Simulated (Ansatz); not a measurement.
# BaO (rocksalt type): how the settings move a single-point run

How sensitive is a single-point run of BaO (rocksalt type) to its settings? A reference run comes first, then one run with altered input.

Program: Ansatz 0.2.0. Level of theory: reference: DFT, LDA, all-electron LAPW, scalar-relativistic. These are calculated values, not measurements.

## Step 1: The starting structure

The structure is cubic, space group Fm-3m (No. 225). The conventional cell has a = 4.101 Å, b = 4.101 Å, c = 4.101 Å, α = 90.00°, β = 90.00°, γ = 90.00°. Around Ba (site symmetry m-3m) lie 6 O at 2.05 Å. O (site symmetry m-3m) has 6 Ba at 2.05 Å in its first shell of neighbours.

As a file:

```cif
data_structure
_symmetry_space_group_name_H-M 'P 1'
_symmetry_Int_Tables_number 1
_cell_length_a 2.9001
_cell_length_b 2.9001
_cell_length_c 2.9001
_cell_angle_alpha 60.000
_cell_angle_beta 60.000
_cell_angle_gamma 60.000
_cell_volume 17.25
loop_
_atom_site_label
_atom_site_type_symbol
_atom_site_fract_x
_atom_site_fract_y
_atom_site_fract_z
_atom_site_occupancy
Ba1 Ba 0.00000 0.00000 0.00000 1
O1 O 0.50000 0.50000 0.50000 1
```

## Step 2: The reference run

Contents of input.yaml:

```yaml
crystal:
  lattice:
    - [0.0, 2.050674118, 2.050674118]
    - [2.050674118, 0.0, 2.050674118]
    - [2.050674118, 2.050674118, 0.0]
  atoms:
    - { symbol: Ba, position: [0.0, 0.0, 0.0] }
    - { symbol: O, position: [0.5, 0.5, 0.5] }
kpoints:
  mp_grid: { grid: [12, 12, 12] }
  band_path:
    path:
      - [0.0, 0.0, 0.0]
      - [0.5, 0.0, 0.5]
      - [0.625, 0.25, 0.625]
      - [0.375, 0.375, 0.75]
      - [0.0, 0.0, 0.0]
      - [0.5, 0.5, 0.5]
      - [0.5, 0.25, 0.75]
      - [0.5, 0.0, 0.5]
    npoints: 8
scf:
  occupations: { method: fermi_dirac, width: 0.08 }
hamiltonian:
  xc: lda
  pseudopotentials: { kind: all_electron, lapw: { basis_error: 0.001 } }
output:
  forces: true
  stress: true
  eigenvalues: true
  populations: true
  dos: { projected: true, de: 0.2, e_range: [-14, 8] }
```

The run is started by

```sh
$ ansatz run input.yaml --threads 1 --pin off --max-ram 2048MiB --backend cpu --events-out ev --progress --plain --runs-dir out
```

## Step 3: Changing settings: symmetry.detect false, mp_grid.shift [0.5, 0.5, 0.5]

input.yaml: that of step 2 with these lines changed.

```diff
@@ -8,4 +8,5 @@
     - { symbol: O, position: [0.5, 0.5, 0.5] }
+  symmetry: { detect: false }
 kpoints:
-  mp_grid: { grid: [12, 12, 12] }
+  mp_grid: { grid: [12, 12, 12], shift: [0.5, 0.5, 0.5] }
   band_path:
@@ -31,2 +32 @@
   populations: true
-  dos: { projected: true, de: 0.2, e_range: [-14, 8] }
```

Before running it: what results should come out? Wanted: for each run, ending; energy change; pressure; gap; force.

As calculated:

```csv
run,ending,energy change,pressure (GPa),gap (eV),force (eV/Å),cycles,time
reference,converged,0,358.1,0.00,0.00,10,6.6 s
"1: symmetry.detect false, mp_grid.shift [0.5, 0.5, 0.5]",converged,-0.6 meV/atom,358.3,0.00,0.00,10,92 s
```

Times don't compare one to one where runs were asked for different outputs or read a saved state (see the inputs); cycles may leave out searches for a lower state.

Residual by cycle in the longest SCF loop of each run; runs are numbered as in the table. The quantity is the density residual dr2, in eV.

```csv
cycle,reference,run 1
1,4.8,4.79
2,0.0112,0.0113
3,0.286,0.268
4,0.0461,0.027
5,0.00289,7.9e-4
6,6.4e-4,5.7e-4
7,3.5e-4,2.1e-4
8,3.6e-6,6.9e-6
9,5.8e-7,6.6e-7
10,9.6e-9,8.8e-9
```

**Reading.** Changing the use of symmetry and k-point mesh moves the energy by -0.6 meV/atom. The energy is not variational in the mesh, so the sign tells nothing. The structure is not at rest: the sound run finds 358 GPa, so these are no properties of the relaxed crystal. 
